Q: I have sixteen computed structures of molybdenum and no feeling yet for the sizes. What should I remember?

A: Rearranging the atoms in a dense crystal of Mo costs a few tenths of an eV per atom. Simple cubic packing costs about 1 eV, and the diamond structure about 2 eV. A label names an element that can crystallise in the same type of structure, and "changed type" marks a crystal that left the type it started from. "W type" is the A15 structure, also called beta-tungsten. Real molybdenum is body-centred cubic and lies lower still, so "over lowest" is a height above A15 and not above the stable crystal.

Crystal structures of Mo, with energies per atom relative to the lowest structure in the table. Calculated with Ansatz 0.2.0 using DFT with the r2SCAN functional, scalar-relativistic, with plane waves and PAW, a 500 eV cutoff and 0.1 eV Gaussian smearing. Cell and atoms were relaxed at zero pressure, keeping the symmetry of the starting structure.

```csv
found from,space group number,atoms in cell,volume per atom (Å³),over lowest (meV/atom)
W type,223,8,15.88,0.0
In type,139,1,15.99,240.0
Hg type,166,1,16.05,293.0
Ti type,191,3,15.93,337.0
La type,194,4,15.93,372.0
Sm type,166,3,15.94,377.0
Mg type,194,2,15.97,388.0
changed type,69,2,16.27,465.0
changed type,194,4,16.27,668.0
Sn type,141,2,16.66,778.0
Sn type,191,1,16.57,821.0
changed type,139,2,18.32,883.0
changed type,166,12,18.71,1072.0
Ca type,221,1,17.41,1104.0
changed type,194,4,19.13,1208.0
Si type,227,2,22.53,2236.0
```

Q: Then the reason looks simple to me. The more room each atom has, the higher the energy. Longer distances mean weaker bonds.

A: Over the whole table the two do run together, with a correlation of 0.95. But look at the seven densest rows. Their volumes differ by 0.17 Å³ per atom, about one per cent, while their energies differ by 388 meV/atom. Would you expect so little extra room to cost so much?

Q: I can't say. How much does room cost?

A: That can be estimated. If volume were the cause, every structure would lie on one curve of energy against volume, and we could follow that curve by stretching A15 evenly. Metals share nearly the same form of this curve:

$$\Delta E = E_c\left[1-(1+a)\,e^{-a}\right],\qquad a=\frac{r-r_0}{\ell},\qquad \ell=\sqrt{\frac{E_c}{12\pi B r_0}}$$

Here $E_c$ is the cohesive energy and $B$ the bulk modulus. The radius $r$ belongs to a sphere that holds the volume of one atom, and $r_0$ is its value in A15. The length $\ell$ is chosen so that the curve has the right stiffness at its minimum. Nothing is fitted to the table.

Q: Let me try diamond, where the volume argument should be at its best. I take rough recalled values for Mo, $E_c\approx 6.8$ eV and $B\approx 1.6$ eV/Å³. The volumes give $r_0\approx 1.56$ Å and $r\approx 1.75$ Å. Then $\ell\approx 0.27$ Å and $a\approx 0.7$, so that

$$\Delta E\approx 6.8\ \text{eV}\times\left[1-1.7\,e^{-0.7}\right]\approx 1.1\ \text{eV}.$$

That is only half of the computed 2236 meV/atom.

A: And this is the most favourable row. For simple cubic Mo, the "Ca type" row, the stretching accounts for 9 per cent of the energy. In the dense rows it comes to less than 2 meV/atom, where hundreds are needed. The printed output below lists the work for each row. Errors in our two constants would not close gaps of that size. The diamond share is less firm: other constants or another form of the curve could lift it somewhat above half.

Q: So why is the correlation so good?

A: Because volume is a result here. Each cell was free to relax, and it settled where its own bonds wanted it. An open arrangement gives each atom fewer neighbours, which weakens the binding and also leaves more empty space. The bonds need not be longer for that: in the diamond structure the nearest atoms are about 2.4 Å apart, closer than any two in A15. Energy and volume then rise together without one driving the other. Simple cubic Mo shows that they can part: it lies above two of the "changed type" rows that have more room per atom.

Q: Then it must be the number of neighbours.

A: For the large steps, that is a good part of it. Most of the cohesion of Mo comes from d electrons that hop between atoms. If an atom has $Z$ neighbours and each hop has strength $h$, the mean square spread of the d levels is $Zh^2$. The band width, and with it the binding, therefore grows as $\sqrt{Z}$ as long as $h$ stays the same. Each lost neighbour costs energy, but the remaining bonds become stronger, so halving the number of neighbours does not halve the binding.

Q: Can we test that as we tested the volume?

A: Yes, though now we need two anchors. I took $h$ as equal in all crystals, although their bond lengths differ, and fixed a straight line in $\sqrt{Z}$ by the mean of five rows with twelve near neighbours (In, Hg, La, Sm and Mg types) and by diamond with four. Simple cubic, with six, took no part in this. The line puts it between the anchors, as it should, but at 1652 meV/atom, where the calculation gives 1104. This square-root count gets the order of these three groups right and the spacing badly wrong. The two "Sn type" rows are harder still. The beta-tin type (space group 141) normally has six near neighbours, like simple cubic, yet it lies at 778 meV/atom, below even the simple hexagonal row (191), which normally has eight, at 821.

Q: What does it say about A15?

A: There the atoms have 13.5 neighbours on average, and the line predicts 61 meV/atom, against 334 for the mean of the twelve-neighbour rows. The count alone would thus supply most of A15's lead. I would not lean on this, because the same line missed simple cubic by more than the whole lead. The count also treats contacts of about 2.5 Å and 3.1 Å as equals. So the idea is neither confirmed nor excluded for A15.

Q: Is there a place where it clearly fails?

A: Within the five rows that have twelve neighbours. A plain count gives them one energy, yet they spread over 148 meV/atom. Volume does not help either, since it hardly changes among them. Something in the arrangement of the neighbours must matter, beyond how many there are.

Q: What could an arrangement change if the band width stays the same?

A: It changes how the levels are distributed inside the band. Suppose that the arrangement pushes levels away from the middle, some down and some up. If the band is about half full, the electrons occupy the levels that went down, and those that went up stay empty. The crystal gains energy although its band is no wider. Molybdenum has a nearly half-filled d band, and theory finds such a dip near the middle for body-centred cubic and A15 crystals, but much less of one for close packing.

Q: How would I recognise that this is more than a story told afterwards?

A: By its dependence on filling. As the band fills beyond the middle, the raised levels become occupied too, and the gain shrinks. Ruthenium, two places further along the same row of the periodic table, is indeed close-packed, whereas tungsten, with as many valence electrons as molybdenum, is body-centred cubic. The $\sqrt{Z}$ rule has no such switch: it would favour the same structure in all these metals.

Q: That is known chemistry. Do our own calculations show the dip?

A: They show a sign of it. The electronic levels were filled with a slight smearing, and the entropy of that smearing measures how many levels lie near the Fermi energy. A15 has about 0.5 levels per eV and atom there. The five other structures for which I worked it out have between 0.7 and 1.5. Of these six, the lowest crystal therefore has the fewest levels at the edge of the filled states, as the band argument suggests.

Q: Does the energy follow this number down the table?

A: Only loosely. The "Ti type" row, a structure called omega, has the highest level density of the six, yet it lies below the La and Sm types. A density at one energy cannot stand for the shape of a whole band. The low value in A15 agrees with the explanation but does not prove it.

Q: You said that the arrangement matters among the twelve-neighbour rows. Can I see that in the crystals themselves?

A: There is a hint. In ideal close packing all twelve contacts are equally long. The relaxed "In type" is a stretched face-centred cubic crystal whose long contacts exceed the short ones by about 13 to 14 per cent, and the "Hg type" is a squashed one with about 11 per cent. In the La type the difference is only about 6 per cent, and its energy is higher than that of the other two. Omega does not follow the pattern: it also has twelve neighbours on average, with contacts from about 2.5 to 3.0 Å, more unequal still, yet it lies above the In and Hg types. So unequal contacts may help within distorted close packing, but they do not set the order alone.

Q: Then how would you decide between the three explanations?

A: Volume is out as the main cause, because its price is far too low in the dense crystals and covers, on our curve, no more than about half of the energy in the open ones. The neighbour count gives a reason why simple cubic and diamond lie so high, but in its square-root form it misses their spacing, misorders the two Sn types and cannot order crystals with equal counts. For that order the shape of the half-filled band is a plausible cause. Unequal contacts also change the band width, however, and our numbers do not separate the two. How A15's lead divides between extra neighbours and band shape remains open.

Q: What limits of the table should I keep in mind?

A: The relaxations kept the symmetry of their starting cells, so a row may be a saddle that a small distortion would lower. Spin was left out of the six runs whose outputs I used, all of them dense crystals, and I cannot say whether magnetism would lower the open ones.

The analysis program printed:

```
Stretching work and level density:
           row  computed meV/atom  stretching A15 meV/atom  share in percent  levels per eV and atom (0 = not given)
        W type                  0                        0                 0                                    0.53
       In type                240                   0.6099            0.2541                                  0.8447
       Hg type                293                    1.446            0.4935                                  0.7371
       Ti type                337                    0.127           0.03767                                   1.479
       La type                372                    0.127           0.03413                                   1.014
       Sm type                377                   0.1826           0.04843                                   1.179
       Mg type                388                   0.4093            0.1055                                       0
  changed type                465                    7.409             1.593                                       0
  changed type                668                    7.409             1.109                                       0
       Sn type                778                    28.28             3.635                                       0
       Sn type                821                    22.37             2.725                                       0
  changed type                883                    228.9             25.92                                       0
  changed type               1072                    295.1             27.52                                       0
       Ca type               1104                    99.68             9.029                                       0
  changed type               1208                      372              30.8                                       0
       Si type               2236                     1112             49.74                                       0
Correlation of energy with volume, all rows: 0.9463
Volume range of the seven densest rows, A^3/atom: 0.17
Energy range of the seven densest rows, meV/atom: 388
Mean energy of the five twelve-neighbour rows, meV/atom: 334
Energy range at twelve neighbours, meV/atom: 148
Square-root law for simple cubic (6 neighbours), meV/atom: 1652
Square-root law less computed, simple cubic, meV/atom: 548.1
Square-root law for A15 (13.5 neighbours on average), meV/atom: 61.02
Long over short contact, In row: 1.126
Long over short contact, Hg row: 1.11
Long over short contact, La row: 1.057
Listed A15 cell over final volume, excess in percent: 1.436
Rank correlation of level density with energy, six rows: 0.7714
Sm row less La row, meV/atom: 5
```
